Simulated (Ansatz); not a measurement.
# ZnF2 (P4_2/mnm): phonons

Level of theory: r²SCAN, PAW on Ansatz 0.2.0's default frozen-core files (fitted under PBE), scalar-relativistic.

The cell comes from a PAW relaxation under the same functional.

Command:

```sh
ansatz run input.yaml --threads 2 --pin off --max-ram 6144MiB --backend cpu --events-out ev --progress --plain --runs-dir out
```

Input file:

```yaml
crystal:
  lattice:
    - [4.70347249835, 0.0, 0.0]
    - [0.0, 4.70347249835, 0.0]
    - [0.0, 0.0, 3.1266780243]
  atoms:
    - { symbol: Zn, position: [0.0, 0.0, 0.0] }
    - { symbol: Zn, position: [0.5, 0.5, 0.5] }
    - { symbol: F, position: [0.303191606813, 0.303191606813, 0.0] }
    - { symbol: F, position: [0.196808393187, 0.803191606813, 0.5] }
    - { symbol: F, position: [0.696808393187, 0.696808393187, 0.0] }
    - { symbol: F, position: [0.803191606813, 0.196808393187, 0.5] }
kpoints:
  mp_grid: { grid: [4, 4, 6] }
scf:
  occupations: { method: fixed }
hamiltonian:
  xc: r2scan
  pseudopotentials: { kind: paw }
phonons:
  method: dfpt
  dielectric: true
  rigid_motions: translations
```

Output (shortened where marked):

```
Warning: RAYON_NUM_THREADS=2 ignored (pool sized by the plan → 2); use --threads N
Engine: ansatz 0.2.0, aarch64-unknown-linux-gnu
Pseudopotentials: kind: paw
Pseudopotential: Zn, paw, valence charge 12, recommended cutoff 500 eV (meta_gga), Zn.paw.azcp
Pseudopotential: F, paw, valence charge 7, recommended cutoff 500 eV (meta_gga), F.paw.azcp
Functional definition: r2SCAN
  parameter k0 = 0.174
  parameter k1 = 0.065
  parameter a1 = 4.9479
  exchange = r2scan_x(k0 = k0, k1 = k1, a1 = a1)
  correlation = r2scan_c
Crystal: 6 atoms, lattice volume = 69.170 Å³
Basis set: ecut = 500 eV, 1763 PW (Γ), exchange–correlation on 288×288×192 points (512 copies of the dense FFT grid, shifted against one another)
Bands: 32, of which v1, the nominal top of the filled ones, is band 26 counted from 1 (25 counted from 0)
Symmetry: 16 space group operations
k-points: 52 of 96 (irreducible under 1 space group operation, time reversal used)
Non-local potential: Zn, projectors of the file, l = 0: 2, l = 1: 2, l = 2: 3, l = 3: 1
Non-local potential: F, projectors of the file, l = 0: 2, l = 1: 2, l = 2: 1
[... 117 lines left out ...]
      ω (cm⁻¹)  modes    IR ((D/Å)²/amu)
         58.63      1             0.0000
        119.21      1             0.0000
        167.66      1             3.9289
        226.68      1             0.5415
        246.38      1             0.2742
        247.48      2             0.0000
        251.13      1             0.0000
        257.73      1             0.5011
        296.80      1            11.2069
        343.30      1             0.0000
        360.02      1             0.0000
        388.27      1             6.1717
        505.93      1             9.3323
        520.92      1             0.0000
  optical modes at Γ + LO–TO along q̂ = [0.0000, 1.0000, 0.0000]:
      ω (cm⁻¹)  modes    IR ((D/Å)²/amu)
         58.63      1             0.0000
        119.21      1             0.0000
        167.66      1             3.9289
        226.68      1             0.5415
        246.38      1             0.2742
        247.48      2             0.0000
        251.13      1             0.0000
        257.73      1             0.5011
        296.80      1            11.2069
        343.30      1             0.0000
        360.02      1             0.0000
        388.27      1             6.1717
        505.93      1             9.3323
        520.92      1             0.0000
  optical modes at Γ + LO–TO along q̂ = [0.0000, 0.0000, 1.0000]:
      ω (cm⁻¹)  modes    IR ((D/Å)²/amu)
         58.63      1             0.0000
        119.21      1             0.0000
        167.66      2             7.8578
        246.38      2             0.5484
        247.48      2             0.0000
        251.13      1             0.0000
        343.30      1             0.0000
        360.02      1             0.0000
        388.27      2            12.3434
        476.74      1            11.2069
        520.92      1             0.0000
```

The calculation finished and met its thresholds.

Field response:

Linear response of an insulating crystal by Kohn-Sham DFT to a field and to zone-centre displacements, local fields included; Born charges neutralised; LO modes for wave vectors along x and z; Cartesian axes as in the input.

- Dielectric electronic (x, y, z): 2.384, 2.384, 2.483
- Dielectric static (x, y, z): 8.095, 8.095, 6.405
- Highest phonon with field along x: 520.9 cm⁻¹
- Highest phonon with field along z: 520.9 cm⁻¹
- Highest phonon without field: 520.9 cm⁻¹

```csv
atom,born charge xx (e),born charge yy (e),born charge zz (e)
Zn1,2.232,2.232,2.416
Zn2,2.232,2.232,2.416
F3,-1.116,-1.116,-1.208
F4,-1.116,-1.116,-1.208
F5,-1.116,-1.116,-1.208
F6,-1.116,-1.116,-1.208
```

**Zone-centre phonons**

Harmonic phonons of a crystal by Kohn-Sham DFT at the given cell, standard atomic masses, acoustic sum rule imposed; negative wavenumbers are unstable modes; optical zone-centre levels upwards with Mulliken labels, activity, and the element with most of the kinetic energy.

```
Point group : 4/mmm
```

```
number  phonon wavenumber (cm⁻¹)  label  infrared  raman  lead element
     1                      58.6    B1g        no    yes             F
     2                     119.2    B1u        no     no            Zn
     3                     167.7     Eu       yes     no             F
     4                     246.4     Eu       yes     no            Zn
     5                     247.5     Eg        no    yes             F
     6                     251.1    A2g        no     no             F
     7                     296.8    A2u       yes     no             F
     8                     343.3    A1g        no    yes             F
     9                       360    B1u        no     no             F
    10                     388.3     Eu       yes     no             F
    11                     520.9    B2g        no    yes             F
```

Known limits: frozen-core PAW files fitted under PBE, their cores solved anew for the functional of the run; zone-boundary modes aren't tested; no LO-TO term at the zone centre.

Cost: 4.1 min on 2 threads of Arm Neoverse V1, with other jobs on the host, peak memory 4 GiB.
